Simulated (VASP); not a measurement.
# ZnSe (Stilleite) (F-43m) in VASP: further runs

Runs on ZnSe (Stilleite). Level: PBE. Tasks: G0W0 quasiparticle levels.

Program: VASP 6.6.1. These are calculated values, not measurements. Logs are shortened: lines on timing, memory, paths and dates and some standing lists are left out, and cuts for length are marked.

## 1. The crystal as given

The structure is cubic, space group F-43m (No. 216). Conventional cell: a = 5.668 Å, b = 5.668 Å, c = 5.668 Å, α = 90.00°, β = 90.00°, γ = 90.00°. Se (site symmetry -43m) is surrounded by 4 Zn at 2.45 Å. Around Zn (site symmetry -43m) lie 4 Se at 2.45 Å.

## 2. G0W0 quasiparticle levels, PBE

File POSCAR:

```
ZnSe
1.0
    0.0000000000      2.8338000000      2.8338000000
    2.8338000000      0.0000000000      2.8338000000
    2.8338000000      2.8338000000      0.0000000000
Se Zn
1 1
Direct
    0.7500000000      0.7500000000      0.7500000000
    0.0000000000      0.0000000000      0.0000000000
```

File INCAR.step1:

```
  PREC = Accurate
  ENCUT = 450
  EDIFF = 1E-8
  ISMEAR = 0
  SIGMA = 0.01
  LREAL = F
  LASPH = T
  NELM = 100
  ALGO = Normal
  LWAVE = T
  LCHARG = F
  GGA = PE
```

File INCAR.step2:

```
  PREC = Accurate
  ENCUT = 450
  EDIFF = 1E-8
  ISMEAR = 0
  SIGMA = 0.01
  LREAL = F
  LASPH = T
  NELM = 1
  ALGO = Exact
  LWAVE = T
  LCHARG = F
  GGA = PE
  NBANDS = 36
  LOPTICS = T
  ISTART = 1
```

File INCAR.step3:

```
  PREC = Accurate
  ENCUT = 450
  EDIFF = 1E-8
  ISMEAR = 0
  SIGMA = 0.01
  LREAL = F
  LASPH = T
  ALGO = EVGW0
  LWAVE = F
  LCHARG = F
  GGA = PE
  NELMGW = 1
  NBANDS = 36
  ENCUTGW = 100
  NOMEGA = 48
  PRECFOCK = Fast
  ISTART = 1
  NBANDSGW = 17
```

File KPOINTS:

```
Automatic mesh
0
Gamma
  3 3 3
```

Potentials or basis: VASP PAW PBE potentials, release 64 (Se_GW, Zn_GW).

Command:

```sh
$ cat potpaw_PBE.64/Se_GW/POTCAR potpaw_PBE.64/Zn_GW/POTCAR > POTCAR
$ cp INCAR.step1 INCAR
$ mpirun -np 1 vasp_std > vasp.out
$ cp INCAR.step2 INCAR
$ mpirun -np 1 vasp_std > vasp.out
$ cp INCAR.step3 INCAR
$ mpirun -np 1 vasp_std > vasp.out
```

OUTCAR:

```text
PREC = Accurate
   ENCUT = 450
   EDIFF = 1E-8
   ISMEAR = 0
   LREAL = F
   LASPH = T
   GGA = PE
   NELMGW = 1
   ENCUTGW = 100
   PRECFOCK = Fast
   ISTART = 1

 Found      4 irreducible k-points:

 Following reciprocal coordinates:
            Coordinates               Weight
  0.000000  0.000000  0.000000      1.000000
  0.333333  0.000000  0.000000      8.000000
  0.333333  0.333333  0.000000      6.000000
 -0.333333  0.333333  0.000000     12.000000
   k-points           NKPTS =      4   k-points in BZ     NKDIM =     27   number of bands    NBANDS=     36
   number of dos      NEDOS =    301   number of ions     NIONS =      2
   total plane-waves  NPLWV =  21952
   dimension x,y,z NGX =    28 NGY =   28 NGZ =   28
   dimension x,y,z NGXF=    56 NGYF=   56 NGZF=   56
   ions per type =               1   1
   NGX,Y,Z   is equivalent  to a cutoff of  11.62, 11.62, 11.62 a.u.
   NGXF,Y,Z  is equivalent  to a cutoff of  23.23, 23.23, 23.23 a.u.
 SYSTEM =  unknown system
   PREC   = accura    normal or accurate (medium, high low for compatibility)
   ISTART =      1    job   : 0-new  1-cont  2-samecut
   ICHARG =      0    charge: 1-file 2-atom 10-const
   ISPIN  =      1    spin polarized calculation?
   LNONCOLLINEAR =      F non collinear calculations
   LSORBIT =      F    spin-orbit coupling
   LASPH  =      T    aspherical Exc in radial PAW
   ENCUT  =  450.0 eV  33.07 Ry    5.75 a.u.   6.93  6.93  6.93*2*pi/ulx,y,z
   NELM   =     60;   NELMIN=  2; NELMDL=  0     # of ELM steps
   EDIFF  = 0.1E-07   stopping-criterion for ELM
   LREAL  =      F    real-space projection
   EDIFFG = 0.1E-06   stopping-criterion for IOM
   NSW    =      0    number of steps for IOM
   IBRION =     -1    ionic relax: 0-MD 1-quasi-New 2-CG
   NFREE  =      0    steps in history (QN), initial steepest desc. (CG)
   ISIF   =      0    stress and relaxation
   ISYM   =      3    0-nonsym 1-usesym 2-fastsym
   POTIM  = 0.5000    time-step for ionic-motion
   TEBEG  =    0.0;   TEEND  =   0.0 temperature during run
   PSTRESS=    0.0 pullay stress
   NELECT =      18.0000    total number of electrons
   NUPDOWN=      -1.0000    fix difference up-down
   EMIN   =  10.00;   EMAX   =-10.00  energy-range for DOS
   EFERMI =   0.00;   METHOD = LEGACY
   ISMEAR =     0;   SIGMA  =   0.01  broadening in eV -4-tet -1-fermi 0-gaus
   EFERMI_NEDOS =   21; number of points for ismear=-14 and -15
   IALGO  =     38    algorithm
   IMIX   =      4    mixing-type and parameters
     AMIX     =   0.40;   BMIX     =  1.00
     AMIX_MAG =   1.60;   BMIX_MAG =  1.00
  volume/ion in A,a.u.               =      22.76       153.57
  Fermi-wavevector in a.u.,A,eV,Ry     =   1.201673  2.270834 19.647073  1.444019
  Thomas-Fermi vector in A             =   2.337476
   LORBIT       =      0    0 simple, 1 ext, 2 COOP (PROOUT), +10 PAW based schemes
   GGA     = PE    functional components
   LHFCALC =     T    Hartree Fock is set to
   PRECFOCK=fast      Normal, Fast or Accurate (Low or Medium for compatibility)
   ENCUT4O =  -1.0   cutoff for four orbital integrals eV
   NKREDX  =     1    reduce k-point grid by
   NKREDY  =     1    reduce k-point grid by
   NKREDZ  =     1    reduce k-point grid by
   AEXX    =    1.0000 exact exchange contribution
   HFSCREEN=    0.0000 screening length (either q_TF or 0.3 A-1)
   HFSCREENC=   0.0000 screening length for correlation (either q_TF or 0.3 A-1)
   ENCUTFOCK=  -1.0 apply spherical cutoff to Coloumb kernel
   IVDW    =     0    specifies the selected vdW correction
   LEPSILON=     F    determine dielectric tensor
   LRPA    =     F    only Hartree local field effects (RPA)
   LRPAFORCE           =     F    calculate RPA forces
   ENCUTGW             = 100.0    cutoff for response function in eV
   ENCUTGWSOFT         =  80.0    soft cutoff for Coulomb kernel in GW response function in eV
   ENCUTLF             =  -1.0    cutoff for local field effects
   NELMGW              =     1    number of iterations in solving QP/BSE equation
   NELMHF              =     1    number of iterations in the inner HF iteration
   NKREDLFX            =     1    NKREDLFY  =   1   NKREDLFZ  =   1
 non-spin polarized calculation
 Gauss-broadening in eV      SIGMA  =   0.01
  energy-cutoff  :      450.00
  volume of cell :       45.51
 maximum number of plane-waves:      1002
  NGX = 16; NGY = 16; NGZ = 16
   NGX = 13   NGY = 13   NGZ = 13
 maximum number of plane-waves:       113
 NGX is ok and might be reduce to    14

 QP shifts <psi_nk| G(iteration)W_0 |psi_nk>: iteration 1
 for sc-GW calculations column KS-energies equals QP-energies in previous step
 and V_xc(KS)=  KS-energies - (<T + V_ion + V_H > + <T+V_H+V_ion>^1  + <V_x>^1)

 k-point   1 :       0.0000    0.0000    0.0000
  band No.  KS-energies  QP-energies   sigma(KS)   V_xc(KS)     V^pw_x(r,r')   Z            occupation Imag(sigma)

      1     -10.5025     -10.6651     -12.5538     -12.3078     -19.8306       0.6608       2.0000       1.2193
      2      -3.8950      -5.6201     -22.2991     -19.7053     -30.8897       0.6651       2.0000       0.2681
      3      -3.8950      -5.6201     -22.2991     -19.7053     -30.8897       0.6651       2.0000       0.2681
      4      -3.8950      -5.6201     -22.2991     -19.7053     -30.8897       0.6651       2.0000       0.2681
      5      -3.5352      -5.3841     -23.2525     -20.4968     -32.0216       0.6709       2.0000       0.2418
      6      -3.5352      -5.3841     -23.2525     -20.4968     -32.0216       0.6709       2.0000       0.2418
      7       2.7416       2.4629     -13.9211     -13.5552     -16.8809       0.7617       2.0000       0.1195
      8       2.7416       2.4629     -13.9211     -13.5552     -16.8809       0.7617       2.0000       0.1195
      9       2.7416       2.4629     -13.9211     -13.5552     -16.8809       0.7617       2.0000       0.1195
     10       3.9823       4.8019      -9.2867     -10.3431      -5.7288       0.7758       0.0000      -0.0867
     11       8.4727       9.1338      -8.8743      -9.7400      -4.9356       0.7636       0.0000      -0.1285
     12       8.4727       9.1338      -8.8743      -9.7400      -4.9356       0.7636       0.0000      -0.1285
     13       8.4727       9.1338      -8.8743      -9.7400      -4.9356       0.7636       0.0000      -0.1285
     14      12.6318      13.0715      -7.4782      -8.0613      -2.4956       0.7542       0.0000      -0.3261
     15      14.1442      14.8229      -9.4174     -10.3197      -4.9907       0.7522       0.0000      -0.2800
     16      14.1442      14.8229      -9.4174     -10.3197      -4.9907       0.7522       0.0000      -0.2800
     17      15.7309      15.9139      -7.3187      -7.5616      -2.2362       0.7539       0.0000      -0.5339

 k-point   2 :       0.3333    0.0000    0.0000
  band No.  KS-energies  QP-energies   sigma(KS)   V_xc(KS)     V^pw_x(r,r')   Z            occupation Imag(sigma)

      1      -9.9290     -10.0516     -12.9096     -12.7264     -20.0665       0.6693       2.0000       1.1160
      2      -3.8250      -5.5709     -22.4535     -19.8401     -31.0693       0.6681       2.0000       0.2661
      3      -3.8250      -5.5709     -22.4535     -19.8401     -31.0693       0.6681       2.0000       0.2661
      4      -3.7224      -5.3717     -21.4157     -18.9596     -29.5970       0.6715       2.0000       0.2740
      5      -3.5286      -5.3856     -23.2699     -20.5138     -32.0526       0.6738       2.0000       0.2442
      6      -3.5286      -5.3856     -23.2699     -20.5138     -32.0526       0.6738       2.0000       0.2442
      7      -1.3562      -1.9260     -13.1770     -12.3887     -17.0533       0.7227       2.0000       0.2052
      8       2.0540       1.7376     -13.3827     -12.9635     -16.3454       0.7546       2.0000       0.1239
      9       2.0540       1.7376     -13.3827     -12.9635     -16.3454       0.7546       2.0000       0.1239
     10       5.3671       6.1297      -9.2012     -10.1941      -5.5832       0.7681       0.0000      -0.0969
     11       9.1513       9.7632      -8.9485      -9.7522      -4.9252       0.7614       0.0000      -0.1430
     12       9.1513       9.7632      -8.9485      -9.7522      -4.9252       0.7614       0.0000      -0.1430
     13      10.2904      10.8981      -9.1697      -9.9773      -4.9038       0.7525       0.0000      -0.1988
     14      13.1203      13.3135      -7.1462      -7.3995      -2.3032       0.7628       0.0000      -0.3246
     15      13.7323      14.2949      -8.8603      -9.6043      -4.3199       0.7563       0.0000      -0.3031
     16      13.7323      14.2949      -8.8603      -9.6043      -4.3199       0.7563       0.0000      -0.3031
     17      18.1579      18.8720      -8.4313      -9.3821      -2.9821       0.7511       0.0000      -0.7301

 k-point   3 :       0.3333    0.3333    0.0000
  band No.  KS-energies  QP-energies   sigma(KS)   V_xc(KS)     V^pw_x(r,r')   Z            occupation Imag(sigma)

      1      -9.7351      -9.8461     -13.0428     -12.8763     -20.1594       0.6668       2.0000       1.0759
      2      -3.8848      -5.4746     -20.8964     -18.5260     -28.9470       0.6707       2.0000       0.2748
      3      -3.7209      -5.4993     -22.7393     -20.0822     -31.4143       0.6693       2.0000       0.2655
      4      -3.7209      -5.4993     -22.7393     -20.0822     -31.4143       0.6693       2.0000       0.2655
      5      -3.5311      -5.3516     -22.9536     -20.2425     -31.6336       0.6715       2.0000       0.2506
      6      -3.4995      -5.3667     -23.3344     -20.5767     -32.1335       0.6771       2.0000       0.2423
      7      -1.0728      -1.6256     -13.9712     -13.2054     -17.9478       0.7218       2.0000       0.1912
      8       0.9854       0.5973     -12.6324     -12.1101     -15.6623       0.7430       2.0000       0.1404
      9       0.9854       0.5973     -12.6324     -12.1101     -15.6623       0.7430       2.0000       0.1404
     10       6.1027       6.4733      -8.4072      -8.8876      -4.7828       0.7715       0.0000      -0.1045
     11       6.6108       7.2211      -9.3613     -10.1629      -5.7435       0.7613       0.0000      -0.1108
     12      11.6536      12.2413      -8.9625      -9.7385      -4.5812       0.7573       0.0000      -0.2436
     13      11.9677      12.7734      -9.4883     -10.5743      -4.9162       0.7419       0.0000      -0.2609
     14      11.9677      12.7734      -9.4883     -10.5743      -4.9162       0.7419       0.0000      -0.2609
     15      15.6139      16.3630      -9.1117     -10.1122      -4.4054       0.7487       0.0000      -0.3717
     16      17.9374      18.5839      -8.1525      -9.0119      -2.8043       0.7522       0.0000      -0.6786
     17      19.3955      20.0228      -8.7130      -9.5269      -3.5001       0.7707       0.0000      -0.8295

 k-point   4 :      -0.3333    0.3333    0.0000
  band No.  KS-energies  QP-energies   sigma(KS)   V_xc(KS)     V^pw_x(r,r')   Z            occupation Imag(sigma)

      1      -9.4978      -9.5975     -13.2731     -13.1236     -20.3582       0.6671       2.0000       1.0299
      2      -3.7977      -5.5177     -22.1109     -19.5462     -30.5782       0.6707       2.0000       0.2656
      3      -3.7177      -5.4953     -22.7405     -20.0899     -31.4135       0.6706       2.0000       0.2639
      4      -3.5758      -5.4203     -23.1402     -20.3898     -31.9116       0.6706       2.0000       0.2521
      5      -3.5272      -5.3863     -23.2586     -20.5059     -32.0440       0.6754       2.0000       0.2449
      6      -3.2992      -5.0799     -22.8713     -20.2218     -31.4303       0.6721       2.0000       0.2589
      7      -1.9702      -2.3729     -12.0911     -11.5291     -15.7681       0.7165       2.0000       0.2268
      8      -0.4319      -0.9684     -12.1186     -11.3865     -15.3639       0.7329       2.0000       0.1733
      9       1.2040       0.8335     -12.7778     -12.2831     -15.7815       0.7491       2.0000       0.1354
     10       6.5278       7.0518      -8.9281      -9.6122      -5.2641       0.7660       0.0000      -0.1098
     11       9.0447       9.8261      -9.6364     -10.6755      -5.6259       0.7521       0.0000      -0.1567
     12      11.1459      11.6792      -9.1567      -9.8588      -4.9715       0.7596       0.0000      -0.2068
     13      11.1874      11.9135      -9.1437     -10.1079      -4.6932       0.7531       0.0000      -0.2241
     14      12.0794      12.6815      -8.6106      -9.4137      -3.9089       0.7497       0.0000      -0.2818
     15      13.8415      14.4117      -8.9998      -9.7530      -4.5162       0.7571       0.0000      -0.3039
     16      18.2675      18.8746      -8.1567      -8.9631      -2.8492       0.7527       0.0000      -0.6921
     17      18.9634      19.4257      -7.8423      -8.4479      -2.5833       0.7634       0.0000      -0.7140
```

Run time: 14 s. Hardware: 1 thread of Intel Xeon 6975P-C (Granite Rapids), shared host; peak memory 0.27 GiB.

The run converged, but some of its settings lie outside the range that counts as converged, so its numbers aren't taken as properties of the crystal.

What came out:

```yaml
Band_gap_on_the_k_mesh_mean-field_level: 1.24 eV, direct
Quasiparticle_gap: 2.34 eV
Least_direct_quasiparticle_gap: 2.34 eV
```

Caveat: the k mesh is coarse (spacing up to 0.64 Å⁻¹), so the values aren't converged; bands, screening cutoff and mesh are small and nothing is extrapolated, so the quasiparticle values aren't converged.

## 3. G0W0 quasiparticle levels, PBE

POSCAR is that of step 2.

INCAR.step1 is that of step 2.

INCAR.step2 is that of step 2.

Edit INCAR.step3 of step 2 so:

```diff
@@ -13,3 +13,3 @@
   NBANDS = 36
-  ENCUTGW = 100
+  ENCUTGW = 200
   NOMEGA = 48
```

KPOINTS is that of step 2.

Potentials or basis: VASP PAW PBE potentials, release 64 (Se_GW, Zn_GW).

Command:

```sh
$ cat potpaw_PBE.64/Se_GW/POTCAR potpaw_PBE.64/Zn_GW/POTCAR > POTCAR
$ cp INCAR.step1 INCAR
$ mpirun -np 1 vasp_std > vasp.out
$ cp INCAR.step2 INCAR
$ mpirun -np 1 vasp_std > vasp.out
$ cp INCAR.step3 INCAR
$ mpirun -np 1 vasp_std > vasp.out
```

OUTCAR:

```text
PREC = Accurate
   ENCUT = 450
   EDIFF = 1E-8
   ISMEAR = 0
   LREAL = F
   LASPH = T
   GGA = PE
   NELMGW = 1
   ENCUTGW = 200
   PRECFOCK = Fast
   ISTART = 1

 Found      4 irreducible k-points:

 Following reciprocal coordinates:
            Coordinates               Weight
  0.000000  0.000000  0.000000      1.000000
  0.333333  0.000000  0.000000      8.000000
  0.333333  0.333333  0.000000      6.000000
 -0.333333  0.333333  0.000000     12.000000
   k-points           NKPTS =      4   k-points in BZ     NKDIM =     27   number of bands    NBANDS=     36
   number of dos      NEDOS =    301   number of ions     NIONS =      2
   total plane-waves  NPLWV =  21952
   dimension x,y,z NGX =    28 NGY =   28 NGZ =   28
   dimension x,y,z NGXF=    56 NGYF=   56 NGZF=   56
   ions per type =               1   1
   NGX,Y,Z   is equivalent  to a cutoff of  11.62, 11.62, 11.62 a.u.
   NGXF,Y,Z  is equivalent  to a cutoff of  23.23, 23.23, 23.23 a.u.
 SYSTEM =  unknown system
   PREC   = accura    normal or accurate (medium, high low for compatibility)
   ISTART =      1    job   : 0-new  1-cont  2-samecut
[... 31 lines left out ...]
   LORBIT       =      0    0 simple, 1 ext, 2 COOP (PROOUT), +10 PAW based schemes
   GGA     = PE    functional components
   LHFCALC =     T    Hartree Fock is set to
   PRECFOCK=fast      Normal, Fast or Accurate (Low or Medium for compatibility)
   ENCUT4O =  -1.0   cutoff for four orbital integrals eV
   NKREDX  =     1    reduce k-point grid by
   NKREDY  =     1    reduce k-point grid by
   NKREDZ  =     1    reduce k-point grid by
   AEXX    =    1.0000 exact exchange contribution
   HFSCREEN=    0.0000 screening length (either q_TF or 0.3 A-1)
   HFSCREENC=   0.0000 screening length for correlation (either q_TF or 0.3 A-1)
   ENCUTFOCK=  -1.0 apply spherical cutoff to Coloumb kernel
   IVDW    =     0    specifies the selected vdW correction
   LEPSILON=     F    determine dielectric tensor
   LRPA    =     F    only Hartree local field effects (RPA)
   LRPAFORCE           =     F    calculate RPA forces
   ENCUTGW             = 200.0    cutoff for response function in eV
   ENCUTGWSOFT         = 160.0    soft cutoff for Coulomb kernel in GW response function in eV
   ENCUTLF             =  -1.0    cutoff for local field effects
   NELMGW              =     1    number of iterations in solving QP/BSE equation
   NELMHF              =     1    number of iterations in the inner HF iteration
   NKREDLFX            =     1    NKREDLFY  =   1   NKREDLFZ  =   1
 non-spin polarized calculation
 Gauss-broadening in eV      SIGMA  =   0.01
  energy-cutoff  :      450.00
  volume of cell :       45.51
 maximum number of plane-waves:      1002
  NGX = 16; NGY = 16; NGZ = 16
   NGX = 13   NGY = 13   NGZ = 13
 maximum number of plane-waves:       302

 QP shifts <psi_nk| G(iteration)W_0 |psi_nk>: iteration 1
 for sc-GW calculations column KS-energies equals QP-energies in previous step
 and V_xc(KS)=  KS-energies - (<T + V_ion + V_H > + <T+V_H+V_ion>^1  + <V_x>^1)

 k-point   1 :       0.0000    0.0000    0.0000
  band No.  KS-energies  QP-energies   sigma(KS)   V_xc(KS)     V^pw_x(r,r')   Z            occupation Imag(sigma)

      1     -10.5025     -10.6747     -12.5685     -12.3078     -19.8306       0.6607       2.0000       1.2230
      2      -3.8950      -5.0593     -21.5182     -19.7053     -30.8897       0.6422       2.0000       0.4653
      3      -3.8950      -5.0593     -21.5182     -19.7053     -30.8897       0.6422       2.0000       0.4653
      4      -3.8950      -5.0593     -21.5182     -19.7053     -30.8897       0.6422       2.0000       0.4653
      5      -3.5352      -4.7965     -22.4448     -20.4968     -32.0216       0.6475       2.0000       0.4262
      6      -3.5352      -4.7965     -22.4448     -20.4968     -32.0216       0.6475       2.0000       0.4262
[... 59 lines left out ...]
      3      -3.7177      -4.9141     -21.9393     -20.0899     -31.4135       0.6469       2.0000       0.4645
      4      -3.5758      -4.8248     -22.3217     -20.3898     -31.9116       0.6465       2.0000       0.4483
      5      -3.5272      -4.7940     -22.4496     -20.5059     -32.0440       0.6517       2.0000       0.4293
      6      -3.2992      -4.5001     -22.0742     -20.2218     -31.4303       0.6483       2.0000       0.4574
[... 9 lines left out ...]
     16      18.2675      18.8795      -8.1503      -8.9631      -2.8492       0.7529       0.0000      -0.6976
     17      18.9634      19.4312      -7.8346      -8.4479      -2.5833       0.7628       0.0000      -0.7295
```

It took 19 s on 1 thread of Intel Xeon 6975P-C (Granite Rapids), shared host; peak memory 0.29 GiB.

The run converged, but some of its settings lie outside the range that counts as converged, so its numbers aren't taken as properties of the crystal.

Results:

```
Band gap on the k mesh, mean-field level : 1.24 eV, direct
Quasiparticle gap                        : 2.30 eV
Least direct quasiparticle gap           : 2.30 eV
```

Caveat: the k mesh is coarse (spacing up to 0.64 Å⁻¹), so the values aren't converged; bands, screening cutoff and mesh are small and nothing is extrapolated, so the quasiparticle values aren't converged.

(Part 1 of 2 ends here.)
